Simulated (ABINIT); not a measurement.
Crystal: MgS.

```
S Mg
1.0
     0.00000    2.83312    2.83312
     2.83312    0.00000    2.83312
     2.83312    2.83312    0.00000
S Mg
1 1
Direct
  0.25000 0.25000 0.25000
  0.00000 0.00000 0.00000
```

The cell comes from a database or a generator and needn't be the stable form of this composition.

Base run:

| Property | Result |
| --- | --- |
| Program | ABINIT 10.8.3 (patched build) |
| Functional | LDA |
| Potentials or basis | PseudoDojo NC SR LDA v0.4.1 standard |
| Cutoff | 1088 eV |
| k mesh | 6 × 6 × 6 |
| Occupations | fermi-dirac, width 0.05 eV |
| Spin | no spin polarisation |

Its results: band gap on the k mesh 3.17 eV, direct; pressure -2.2 GPa.

Question: The run is repeated on the same cell with these changes: functional from LDA to PBEsol; potentials or basis from PseudoDojo NC SR LDA v0.4.1 standard to PseudoDojo NC SR PBEsol v0.4.1 standard; cutoff from 1088 eV to 1034 eV. What comes out?

Answer: Band gap on the k mesh 3.28 eV, direct; pressure -0.8 GPa.

A k mesh can miss the band edges.
